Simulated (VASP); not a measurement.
# GeSe (Germanium monoselenide) in VASP: further runs

The runs below take GeSe (Germanium monoselenide) through single point, with PBE0+D3(BJ), BLYP+D4.

Program: VASP 6.6.1. These are calculated values, not measurements. Logs are shortened: lines on timing, memory, paths and dates and some standing lists are left out, and cuts for length are marked.

## 1. The molecule as given

The cell holds a molecule in a box, 2 atoms: a = 9.000 Å, b = 9.000 Å, c = 12.000 Å, α = 90.00°, β = 90.00°, γ = 90.00°.

## 2. Single point, PBE0+D3(BJ)

POSCAR reads:

```
GeSe
1.0
    9.0000000000      0.0000000000      0.0000000000
    0.0000000000      9.0000000000      0.0000000000
    0.0000000000      0.0000000000     12.0000000000
Ge Se
1 1
Direct
    0.5014444400      0.5023333300      0.4138904600
    0.5014444400      0.5023333300      0.5917762100
```

INCAR.step1 reads:

```
ALGO = Normal ; EDIFF = 1E-5
ENCUT = 520 ; GGA = PE
ISIF = 2 ; ISMEAR = 0
LASPH = True ; LCHARG = False
LREAL = False ; LWAVE = True
NELM = 80 ; PREC = Accurate
SIGMA = 0.01
```

INCAR.step2 reads:

```
AEXX = 0.25 ; ALGO = Normal
EDIFF = 1E-6 ; ENCUT = 520
GGA = PE ; ISIF = 2
ISMEAR = 0 ; ISTART = 1
IVDW = 12 ; LASPH = True
LCHARG = False ; LHFCALC = True
LREAL = False ; LWAVE = False
NELM = 80 ; PREC = Accurate
PRECFOCK = Normal ; SIGMA = 0.01
```

KPOINTS reads:

```
k-points
0
Gamma
  1 1 1
```

Potentials or basis: VASP PAW PBE potentials, release 64 (Ge_d, Se).

Started as:

```
$ cat potpaw_PBE.64/Ge_d/POTCAR potpaw_PBE.64/Se/POTCAR > POTCAR
$ cp INCAR.step1 INCAR
$ mpirun -np 1 vasp_gam > vasp.out
$ cp INCAR.step2 INCAR
$ mpirun -np 1 vasp_gam > vasp.out
```

OUTCAR:

```text
AEXX = 0.25
   EDIFF = 1E-6
   ENCUT = 520
   GGA = PE
   ISIF = 2
   ISMEAR = 0
   ISTART = 1
   IVDW = 12
   LASPH = True
   LHFCALC = True
   LREAL = False
   NELM = 80
   PREC = Accurate
   PRECFOCK = Normal
 IVDW          = 12

 ion  position               nearest neighbor table
   1  0.501  0.502  0.414-   2 2.13
   2  0.501  0.502  0.592-   1 2.13

  LATTYP: Found a simple tetragonal cell.
 ALAT       =     9.0000000000
 C/A-ratio  =     1.3333333333

  Lattice vectors:

 A1 = (   9.0000000000,   0.0000000000,   0.0000000000)
 A2 = (   0.0000000000,   9.0000000000,   0.0000000000)
 A3 = (   0.0000000000,   0.0000000000,  12.0000000000)

Analysis of symmetry for initial positions (statically):
=====================================================================
 Subroutine PRICEL returns:
 Original cell was already a primitive cell.

 Routine SETGRP: Setting up the symmetry group for a
 simple tetragonal supercell.

 Subroutine GETGRP returns: Found  8 space group operations
 (whereof  1 operations were pure point group operations)
 out of a pool of 16 trial point group operations.

The static configuration has the point symmetry C_1 .
 The point group associated with its full space group is C_4v.

Analysis of symmetry for dynamics (positions and initial velocities):
=====================================================================
 Subroutine PRICEL returns:
 Original cell was already a primitive cell.

 Routine SETGRP: Setting up the symmetry group for a
 simple tetragonal supercell.

 Subroutine GETGRP returns: Found  8 space group operations
 (whereof  1 operations were pure point group operations)
 out of a pool of 16 trial point group operations.

The dynamic configuration has the point symmetry C_1 .
 The point group associated with its full space group is C_4v.

 Subroutine INISYM returns: Found  8 space group operations
 (whereof  1 operations are pure point group operations),
 and found     1 'primitive' translations

----------------------------------------------------------------------------------------

                                     Primitive cell

  volume of cell :     972.0000

  direct lattice vectors                    reciprocal lattice vectors
     9.000000000  0.000000000  0.000000000     0.111111111  0.000000000  0.000000000
     0.000000000  9.000000000  0.000000000     0.000000000  0.111111111  0.000000000
     0.000000000  0.000000000 12.000000000     0.000000000  0.000000000  0.083333333

  length of vectors
     9.000000000  9.000000000 12.000000000     0.111111111  0.111111111  0.083333333

  position of ions in fractional coordinates (direct lattice)
     0.501444440  0.502333330  0.413890460
     0.501444440  0.502333330  0.591776210

  ion indices of the primitive-cell ions
   primitive index   ion index
                 1           1
                 2           2

----------------------------------------------------------------------------------------

 KPOINTS: k-points

Automatic generation of k-mesh.
 Grid dimensions read from file:
 generate k-points for:    1    1    1

 Generating k-lattice:

  Cartesian coordinates                     Fractional coordinates (reciprocal lattice)
     0.111111111  0.000000000  0.000000000     1.000000000  0.000000000  0.000000000
     0.000000000  0.111111111  0.000000000     0.000000000  1.000000000  0.000000000
     0.000000000  0.000000000  0.083333333     0.000000000  0.000000000  1.000000000

  Length of vectors
     0.111111111  0.111111111  0.083333333

  Shift w.r.t. Gamma in fractional coordinates (k-lattice)
     0.000000000  0.000000000  0.000000000

 Subroutine IBZKPT returns following result:
 ===========================================

 Found      1 irreducible k-points:

 Following reciprocal coordinates:
            Coordinates               Weight
  0.000000  0.000000  0.000000      1.000000
   k-points           NKPTS =      1   k-points in BZ     NKDIM =      1   number of bands    NBANDS=     14
   number of dos      NEDOS =    301   number of ions     NIONS =      2
   total plane-waves  NPLWV = 441000
   dimension x,y,z NGX =    70 NGY =   70 NGZ =   90
   dimension x,y,z NGXF=   140 NGYF=  140 NGZF=  180
   ions per type =               1   1
   NGX,Y,Z   is equivalent  to a cutoff of  12.93, 12.93, 12.47 a.u.
   NGXF,Y,Z  is equivalent  to a cutoff of  25.86, 25.86, 24.94 a.u.
 SYSTEM =  unknown system
   PREC   = accura    normal or accurate (medium, high low for compatibility)
   ISTART =      1    job   : 0-new  1-cont  2-samecut
   ICHARG =      0    charge: 1-file 2-atom 10-const
   ISPIN  =      1    spin polarized calculation?
   LNONCOLLINEAR =      F non collinear calculations
   LSORBIT =      F    spin-orbit coupling
   LASPH  =      T    aspherical Exc in radial PAW
   ENCUT  =  520.0 eV  38.22 Ry    6.18 a.u.  16.73 16.73 22.31*2*pi/ulx,y,z
   NELM   =     80;   NELMIN=  2; NELMDL=  0     # of ELM steps
   EDIFF  = 0.1E-05   stopping-criterion for ELM
   LREAL  =      F    real-space projection
   EDIFFG = 0.1E-04   stopping-criterion for IOM
   NSW    =      0    number of steps for IOM
   IBRION =     -1    ionic relax: 0-MD 1-quasi-New 2-CG
   NFREE  =      0    steps in history (QN), initial steepest desc. (CG)
   ISIF   =      2    stress and relaxation
   ISYM   =      3    0-nonsym 1-usesym 2-fastsym
   POTIM  = 0.5000    time-step for ionic-motion
   TEBEG  =    0.0;   TEEND  =   0.0 temperature during run
   PSTRESS=    0.0 pullay stress
   NELECT =      20.0000    total number of electrons
   NUPDOWN=      -1.0000    fix difference up-down
   EMIN   =  10.00;   EMAX   =-10.00  energy-range for DOS
   EFERMI =   0.00;   METHOD = LEGACY
   ISMEAR =     0;   SIGMA  =   0.01  broadening in eV -4-tet -1-fermi 0-gaus
   EFERMI_NEDOS =   21; number of points for ismear=-14 and -15
   IALGO  =     38    algorithm
   IMIX   =      1    mixing-type and parameters
     AMIX     =   0.40;   BMIX     =  1.00
     AMIX_MAG =   1.60;   BMIX_MAG =  1.00
  volume/ion in A,a.u.               =     486.00      3279.69
  Fermi-wavevector in a.u.,A,eV,Ry     =   0.448604  0.847738  2.738107  0.201245
  Thomas-Fermi vector in A             =   1.428188
   LORBIT       =      0    0 simple, 1 ext, 2 COOP (PROOUT), +10 PAW based schemes
   GGA     = PE    functional components
   LHFCALC =     T    Hartree Fock is set to
   PRECFOCK=normal    Normal, Fast or Accurate (Low or Medium for compatibility)
   ENCUT4O =  -1.0   cutoff for four orbital integrals eV
   NKREDX  =     1    reduce k-point grid by
   NKREDY  =     1    reduce k-point grid by
   NKREDZ  =     1    reduce k-point grid by
   AEXX    =    0.2500 exact exchange contribution
   HFSCREEN=    0.0000 screening length (either q_TF or 0.3 A-1)
   HFSCREENC=   0.0000 screening length for correlation (either q_TF or 0.3 A-1)
   ENCUTFOCK=  -1.0 apply spherical cutoff to Coloumb kernel
   IVDW    =    12    specifies the selected vdW correction
   LEPSILON=     F    determine dielectric tensor
   LRPA    =     F    only Hartree local field effects (RPA)
 non-spin polarized calculation
 Gauss-broadening in eV      SIGMA  =   0.01
  energy-cutoff  :      520.00
  volume of cell :      972.00
 maximum number of plane-waves:     13093
 NGX is ok and might be reduce to    70
  NGX = 54; NGY = 54; NGZ = 70

 number of electron      20.0000008 magnetization

 Free energy of the ion-electron system (eV)
  ---------------------------------------------------
  ext. energy  EPLUGINS =         0.00000000
  ---------------------------------------------------
  free energy    TOTEN  =        -9.85681292 eV

  energy without entropy =       -9.85681292  energy(sigma->0) =       -9.85681292

 E-fermi :  -7.1065     XC(G=0):  -0.9599

 val. band max:       -7.1693346159   @ k =   0.0000   0.0000   0.0000
 cond. band min:      -2.0176338708   @ k =   0.0000   0.0000   0.0000
 fundamental gap:      5.1517007451
 Fermi energy:        -7.1065468818

 k-point     1 :       0.0000    0.0000    0.0000
  band No.  band energies     occupation
      1     -33.0703      2.00000
      2     -33.0703      2.00000
      3     -32.9079      2.00000
      4     -32.8950      2.00000
      5     -32.8950      2.00000
      6     -19.1627      2.00000
      7     -12.6955      2.00000
      8      -7.3036      2.00000
      9      -7.1693      2.00000
     10      -7.1693      2.00000
     11      -2.0176      0.00000
     12      -2.0176      0.00000
     13      -0.0373      0.00000
     14       0.5506      0.00000

------------------------ aborting loop because EDIFF is reached ----------------------------------------

 Edisp (eV)   -0.04462

 E8    (eV) :    -0.0241

  FORCE on cell =-STRESS in cart. coord.  units (eV):
  Direction    XX          YY          ZZ          XY          YZ          ZX
  --------------------------------------------------------------------------------------
  -------------------------------------------------------------------------------------
  Total      -0.07685    -0.07685    -0.45878     0.00000     0.00000     0.00000
  in kB      -0.12667    -0.12667    -0.75622     0.00000     0.00000     0.00000
  external pressure =       -0.34 kB  Pullay stress =        0.00 kB

 VOLUME and BASIS-vectors are now :
 -----------------------------------------------------------------------------
  energy-cutoff  :      520.00
  volume of cell :      972.00
      direct lattice vectors                 reciprocal lattice vectors
     9.000000000  0.000000000  0.000000000     0.111111111  0.000000000  0.000000000
     0.000000000  9.000000000  0.000000000     0.000000000  0.111111111  0.000000000
     0.000000000  0.000000000 12.000000000     0.000000000  0.000000000  0.083333333

 POSITION                                       TOTAL-FORCE (eV/Angst)
 -----------------------------------------------------------------------------------
      4.51300      4.52100      4.96669         0.000000      0.000000      0.116116
      4.51300      4.52100      7.10131         0.000000      0.000000     -0.116116
 -----------------------------------------------------------------------------------
    total drift:                               -0.000125     -0.000121     -0.000280

  FREE ENERGIE OF THE ION-ELECTRON SYSTEM (eV)
  ---------------------------------------------------
  free  energy   TOTEN  =        -9.9014300157 eV

  energy  without entropy=       -9.9014300157  energy(sigma->0) =       -9.90143002
```

It took 2.4 min on 1 thread of Intel Xeon Platinum 8488C (Sapphire Rapids), shared host; peak memory 0.77 GiB.

Results:

| Item | Value |
| --- | --- |
| Free energy | -9.9014 eV |
| Largest force | 0.116 eV/Å |
| Gap between the frontier levels | 5.15 eV |
| Dispersion energy per atom | -0.022 eV |

Forces on the atoms (eV/Å):
```
Ge   0.000  0.000  0.116
Se   0.000  0.000 -0.116
```

Caveat: the PAW data sets were made with another functional, which shifts forces and pressure a little.

(Continued in part 2 of 2.)
